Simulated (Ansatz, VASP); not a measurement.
## Two plane-wave programs on Nb

```
Nb
1.0
     0.00000    2.10759    2.10759
     2.10759    0.00000    2.10759
     2.10759    2.10759    0.00000
Nb
1
Direct
  0.00000 0.00000 0.00000
```

Alike in both runs: task single point; functional PBE; k mesh 8 × 8 × 8; occupations gaussian, width 0.05 eV; no spin polarisation.

```csv
,VASP,Ansatz
version,VASP 6.6.1,Ansatz 0.2.0
potentials or method,"VASP PAW PBE potentials, release 64 (Nb_sv)","scalar-relativistic, plane waves, PAW"
plane-wave cutoff (eV),520,600
valence electrons in the cell,13,13
```

```tsv
	VASP	Ansatz	Ansatz less VASP
pressure (GPa)	-0.3	0.0	+0.31
```
